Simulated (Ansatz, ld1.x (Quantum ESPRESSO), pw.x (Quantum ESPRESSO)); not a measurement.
## pw.x on sc Mg: one setting changed

Potential: norm-conserving Troullier–Martins (Kleinman–Bylander form), ld1.x (Quantum ESPRESSO) 7.5, PBE; core [Ne], reference 3s1.75 3p0.25; waves: 3s (bound): rc 2.40 bohr; 3p (bound): rc 2.50 bohr; 3d channel at 0.2 Ry: rc 2.60 bohr; local part: the d channel; core correction: Bessel-smoothed model core inside 1.60 bohr.

The reference run (k-mesh 11³, cutoffs 50/200 Ry, Fermi–Dirac 0.01 Ry, mixing_beta 0.4, conv_thr 1e-9, no spin) gives -0.31 GPa at 27.792 Å³/atom, where all-electron LAPW gives -0.17 GPa. This run, with its own iteration cap, changes k-mesh shift to 1.

```
&control
  calculation='scf', prefix='x', pseudo_dir='./', outdir='./tmp', tstress=.true., disk_io='none'
/
&system
  ibrav=0, nat=1, ntyp=1, ecutwfc=50, ecutrho=200, nbnd=8,
  occupations='smearing', smearing='fd', degauss=0.01
/
&electrons
  conv_thr=1e-09, mixing_beta=0.4, electron_maxstep=50
/
ATOMIC_SPECIES
Mg 1.0 Mg.UPF
CELL_PARAMETERS angstrom
  3.02905110 0.00000000 0.00000000
  0.00000000 3.02905110 0.00000000
  0.00000000 0.00000000 3.02905110
ATOMIC_POSITIONS crystal
Mg 0.0000 0.0000 0.0000
K_POINTS automatic
11 11 11 1 1 1
```

```bash
pw.x < Mg.scf.in > Mg.scf.out
```

Problem. How does the run end?

Solution. It converges in 6 iterations; the free energy moves by +7.4 meV/atom and the pressure by +0.01 GPa.

```
Message from routine setup:
     using ibrav=0 with symmetry is DISCOURAGED, use correct ibrav instead
     lattice parameter (alat)  =       5.7241  a.u.
     unit-cell volume          =     187.5497 (a.u.)^3
     number of electrons       =         2.00
     number of Kohn-Sham states=            8
     kinetic-energy cutoff     =      50.0000  Ry
     charge density cutoff     =     200.0000  Ry
     scf convergence threshold =      1.0E-09
     Exchange-correlation= PBE
     number of k points=    56  Fermi-Dirac smearing, width (Ry)=  0.0100
     iteration #  1     ecut=    50.00 Ry     beta= 0.40
     total energy              =      -4.94697745 Ry
     estimated scf accuracy    <       0.00273463 Ry
     iteration #  2     ecut=    50.00 Ry     beta= 0.40
     total energy              =      -4.94665049 Ry
     estimated scf accuracy    <       0.00086288 Ry
     iteration #  3     ecut=    50.00 Ry     beta= 0.40
     total energy              =      -4.94668892 Ry
     estimated scf accuracy    <       0.00000184 Ry
     iteration #  4     ecut=    50.00 Ry     beta= 0.40
     total energy              =      -4.94668951 Ry
     estimated scf accuracy    <       0.00000025 Ry
     iteration #  5     ecut=    50.00 Ry     beta= 0.40
     total energy              =      -4.94668952 Ry
     estimated scf accuracy    <       0.00000002 Ry
     iteration #  6     ecut=    50.00 Ry     beta= 0.40
     the Fermi energy is     2.4153 ev
!    total energy              =      -4.94668952 Ry
     estimated scf accuracy    <          3.6E-11 Ry
     smearing contrib. (-TS)   =      -0.00234125 Ry
     The total energy is F=E-TS. E is the sum of the following terms:
     one-electron contribution =       1.11368998 Ry
     hartree contribution      =       0.00528271 Ry
     xc contribution           =      -4.08061002 Ry
     ewald contribution        =      -1.98271093 Ry
     convergence has been achieved in   6 iterations
          total   stress  (Ry/bohr**3)                   (kbar)     P=       -3.02
     Message from routine punch:
     Nothing written, as per user request (disk_io='none')
```

The run took about 3.1 s on one core of a shared host (Neoverse-V1, 32 threads, 247 GiB, load 26).
